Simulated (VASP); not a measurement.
# InPd (Pm-3m) in VASP: further runs

One crystal, InPd, is run at these levels: r2SCAN; tasks: single point.

Program: VASP 6.6.1. These are calculated values, not measurements. Logs are shortened: lines on timing, memory, paths and dates and some standing lists are left out, and cuts for length are marked.

### 1 The structure

Symmetry: Pm-3m, No. 221, cubic system. Conventional cell: a = 3.272 Å, b = 3.272 Å, c = 3.272 Å, α = 90.00°, β = 90.00°, γ = 90.00°. In (site symmetry m-3m) is surrounded by 8 Pd at 2.83 Å. Pd (site symmetry m-3m) is surrounded by 8 In at 2.83 Å.

The cell comes from a database or a generator and needn't be the stable form of this composition.

### 2 Single point, r2SCAN

Input file INCAR:

```
  PREC = Accurate
  ENCUT = 400
  EDIFF = 1E-6
  ISMEAR = 0
  SIGMA = 0.2
  LREAL = F
  LASPH = T
  NELM = 100
  ALGO = Normal
  ISIF = 2
  LWAVE = F
  LCHARG = F
  METAGGA = R2SCAN
  LMIXTAU = T
  ADDGRID = F
```

Input file KPOINTS:

```
regular mesh
0
Gamma
  10 10 10
```

Input file POSCAR:

```
InPd
1.0
    3.2718847800      0.0000000000      0.0000000000
    0.0000000000      3.2718847800      0.0000000000
    0.0000000000      0.0000000000      3.2718847800
In Pd
1 1
Direct
    0.0076950000     -0.0345290000      0.0307480000
    0.5133770000      0.5169540000      0.5028010000
```

Potentials or basis: VASP PAW PBE potentials, release 64 (In_d, Pd).

The run is started by

```bash
$ cat potpaw_PBE.64/In_d/POTCAR potpaw_PBE.64/Pd/POTCAR > POTCAR
$ mpirun -np 1 vasp_std > vasp.out
```

OUTCAR:

```text
PREC = Accurate
   ENCUT = 400
   EDIFF = 1E-6
   ISMEAR = 0
   LREAL = F
   LASPH = T
   NELM = 100
   ISIF = 2
   METAGGA = R2SCAN

 Found    504 irreducible k-points:

 Following reciprocal coordinates:
            Coordinates               Weight
  0.000000  0.000000  0.000000      1.000000
  0.100000  0.000000  0.000000      2.000000
  0.000000  0.100000  0.000000      2.000000
  0.000000  0.000000  0.100000      2.000000
  0.200000  0.000000  0.000000      2.000000
  0.000000  0.200000  0.000000      2.000000
   k-points           NKPTS =    504   k-points in BZ     NKDIM =    504   number of bands    NBANDS=     15
   number of dos      NEDOS =    301   number of ions     NIONS =      2
   total plane-waves  NPLWV =  13824
   dimension x,y,z NGX =    24 NGY =   24 NGZ =   24
   dimension x,y,z NGXF=    48 NGYF=   48 NGZF=   48
   ions per type =               1   1
   NGX,Y,Z   is equivalent  to a cutoff of  12.19, 12.19, 12.19 a.u.
   NGXF,Y,Z  is equivalent  to a cutoff of  24.39, 24.39, 24.39 a.u.
 SYSTEM =  unknown system
   PREC   = accura    normal or accurate (medium, high low for compatibility)
   ISTART =      0    job   : 0-new  1-cont  2-samecut
   ICHARG =      2    charge: 1-file 2-atom 10-const
   ISPIN  =      1    spin polarized calculation?
   LNONCOLLINEAR =      F non collinear calculations
   LSORBIT =      F    spin-orbit coupling
   LASPH  =      T    aspherical Exc in radial PAW
   ENCUT  =  400.0 eV  29.40 Ry    5.42 a.u.   5.34  5.34  5.34*2*pi/ulx,y,z
   NELM   =    100;   NELMIN=  2; NELMDL= -5     # of ELM steps
   EDIFF  = 0.1E-05   stopping-criterion for ELM
   LREAL  =      F    real-space projection
   EDIFFG = 0.1E-04   stopping-criterion for IOM
   NSW    =      0    number of steps for IOM
   IBRION =     -1    ionic relax: 0-MD 1-quasi-New 2-CG
   NFREE  =      0    steps in history (QN), initial steepest desc. (CG)
   ISIF   =      2    stress and relaxation
   ISYM   =      2    0-nonsym 1-usesym 2-fastsym
   POTIM  = 0.5000    time-step for ionic-motion
   TEBEG  =    0.0;   TEEND  =   0.0 temperature during run
   PSTRESS=    0.0 pullay stress
   NELECT =      23.0000    total number of electrons
   NUPDOWN=      -1.0000    fix difference up-down
   EMIN   =  10.00;   EMAX   =-10.00  energy-range for DOS
   EFERMI =   0.00;   METHOD = LEGACY
   ISMEAR =     0;   SIGMA  =   0.20  broadening in eV -4-tet -1-fermi 0-gaus
   EFERMI_NEDOS =   21; number of points for ismear=-14 and -15
   IALGO  =     38    algorithm
   IMIX   =      4    mixing-type and parameters
     AMIX     =   0.40;   BMIX     =  1.00
     AMIX_MAG =   1.60;   BMIX_MAG =  1.00
  volume/ion in A,a.u.               =      17.51       118.18
  Fermi-wavevector in a.u.,A,eV,Ry     =   1.422938  2.688964 27.548447  2.024754
  Thomas-Fermi vector in A             =   2.543589
   LORBIT       =      0    0 simple, 1 ext, 2 COOP (PROOUT), +10 PAW based schemes
   METAGGA = R2SCAN    functional components
   LHFCALC =     F    Hartree Fock is set to
   AEXX    =    0.0000 exact exchange contribution
   IVDW    =     0    specifies the selected vdW correction
   LEPSILON=     F    determine dielectric tensor
   LRPA    =     F    only Hartree local field effects (RPA)
 non-spin polarized calculation
 Gauss-broadening in eV      SIGMA  =   0.20
  energy-cutoff  :      400.00
  volume of cell :       35.03
 maximum number of plane-waves:       656
 NGX is ok and might be reduce to    24
   NGX = 11   NGY = 11   NGZ = 11

 number of electron      23.0000015 magnetization

 Free energy of the ion-electron system (eV)
  ---------------------------------------------------
  ext. energy  EPLUGINS =         0.00000000
  ---------------------------------------------------
  free energy    TOTEN  =       -46.57175569 eV

  energy without entropy =      -46.55643617  energy(sigma->0) =      -46.56409593

 E-fermi :  10.5517     XC(G=0): -13.2327

 val. band max:       10.5450172139   @ k =  -0.3000   0.4000   0.5000
 cond. band min:      10.5718075905   @ k =   0.5000   0.4000   0.3000
 fundamental gap:      0.0267903766
 Fermi energy:        10.5516533544

 k-point     1 :       0.0000    0.0000    0.0000
  band No.  band energies     occupation
      1      -5.1546      2.00000
      2      -5.1532      2.00000
      3      -4.7434      2.00000
      4      -4.7262      2.00000
      5      -4.7195      2.00000
      6      -0.0424      2.00000
      7       6.3450      2.00000
      8       6.3639      2.00000
      9       7.9734      2.00000
     10       7.9801      2.00000
     11       7.9854      2.00000
     12      14.9400      0.00000
     13      14.9792      0.00000
     14      15.0781      0.00000
     15      20.4097      0.00000

 k-point     2 :       0.1000    0.0000    0.0000
  band No.  band energies     occupation
      1      -5.1482      2.00000
      2      -5.1189      2.00000
      3      -4.7537      2.00000
      4      -4.7310      2.00000
      5      -4.7238      2.00000
      6       0.1239      2.00000
      7       6.3525      2.00000
      8       6.3887      2.00000
      9       7.8540      2.00000
     10       7.8738      2.00000
     11       7.9790      2.00000
     12      13.8209      0.00000
     13      15.3054      0.00000
     14      15.3970      0.00000
     15      20.6629      0.00000
[... 41 lines left out ...]
      3      -4.7810      2.00000
      4      -4.7607      2.00000
      5      -4.7175      2.00000
      6       0.6206      2.00000
      7       6.3691      2.00000
      8       6.3960      2.00000
      9       7.5759      2.00000
     10       7.6099      2.00000
     11       7.9705      2.00000
     12      11.8645      0.00000
     13      16.1947      0.00000
     14      16.2588      0.00000
     15      20.7544      0.00000

 k-point     6 :       0.0000    0.2000    0.0000
  band No.  band energies     occupation
      1      -5.1342      2.00000
      2      -5.0273      2.00000
      3      -4.7709      2.00000
      4      -4.7656      2.00000
      5      -4.7206      2.00000
      6       0.6173      2.00000
      7       6.3764      2.00000
      8       6.3855      2.00000
      9       7.5809      2.00000
     10       7.5916      2.00000
     11       7.9593      2.00000
     12      11.9355      0.00000
     13      16.1589      0.00000
     14      16.1815      0.00000
     15      20.8700      0.00000

 [... further k-points ...]

------------------------ aborting loop because EDIFF is reached ----------------------------------------

  FORCE on cell =-STRESS in cart. coord.  units (eV):
  Direction    XX          YY          ZZ          XY          YZ          ZX
  --------------------------------------------------------------------------------------
  -------------------------------------------------------------------------------------
  Total        0.5249144      0.2577190      0.4423654      0.0717028     -0.3415606     -0.0419451
  in kB       24.0107150     11.7886223     20.2347425      3.2798383    -15.6237169     -1.9186585
  external PRESSURE =      18.6780266 kB  Pullay stress =       0.0000000 kB

 VOLUME and BASIS-vectors are now :
 -----------------------------------------------------------------------------
  energy-cutoff  :      400.00
  volume of cell :       35.03
      direct lattice vectors                 reciprocal lattice vectors
     3.271884780  0.000000000  0.000000000     0.305634234  0.000000000  0.000000000
     0.000000000  3.271884780  0.000000000     0.000000000  0.305634234  0.000000000
     0.000000000  0.000000000  3.271884780     0.000000000  0.000000000  0.305634234

 POSITION                                       TOTAL-FORCE (eV/Angst)
 -----------------------------------------------------------------------------------
      0.02518      3.15891      0.10060         0.089223      0.709984     -0.420721
      1.67971      1.69141      1.64511        -0.089223     -0.709984      0.420721
 -----------------------------------------------------------------------------------
    total drift:                                0.001070      0.001893     -0.000366

  FREE ENERGIE OF THE ION-ELECTRON SYSTEM (eV)
  ---------------------------------------------------
  free  energy   TOTEN  =       -46.5717556938 eV

  energy  without entropy=      -46.5564361716  energy(sigma->0) =      -46.56409593
```

It took 3.3 min on 1 thread of Intel Xeon 6975P-C (Granite Rapids), shared host; peak memory 0.32 GiB.

The run converged, but some of its settings lie outside the range that counts as converged, so its numbers aren't taken as properties of the crystal.

Results:

- Free energy: -46.5718 eV
- Pressure: 1.9 GPa
- Largest force: 0.830 eV/Å
- Band gap on the k mesh: none (metal or under the smearing width)

Caveat: the PAW data sets were made with another functional, which shifts forces and pressure a little.

### 3 Single point, r2SCAN

INCAR: that of step 2 with these lines changed.

```diff
@@ -4,3 +4,3 @@
   ISMEAR = 0
-  SIGMA = 0.2
+  SIGMA = 0.1
   LREAL = F
```

KPOINTS is that of step 2.

Input file POSCAR:

```
InPd
1.0
    3.2718847800      0.0000000000      0.0000000000
    0.0000000000      3.2718847800      0.0000000000
    0.0000000000      0.0000000000      3.2718847800
In Pd
1 1
Direct
    0.0000000000      0.0000000000      0.0000000000
    0.5000000000      0.5000000000      0.5000000000
```

Potentials or basis: VASP PAW PBE potentials, release 64 (In_d, Pd).

The run is started by

```bash
$ cat potpaw_PBE.64/In_d/POTCAR potpaw_PBE.64/Pd/POTCAR > POTCAR
$ mpirun -np 1 vasp_std > vasp.out
```

Wall time 29 s (1 thread of Intel Xeon 6975P-C (Granite Rapids), shared host); peak memory 0.15 GiB.

These settings aren't checked as converged: the numbers below hold their error.

What came out:

| Quantity | Value |
| --- | --- |
| Free energy | -46.6424 eV |
| Pressure | 0.0 GPa |
| Band gap on the k mesh | none (metal or under the smearing width) |

Caveat: the PAW data sets were made with another functional, which shifts forces and pressure a little.

[end of part 1 of 2]
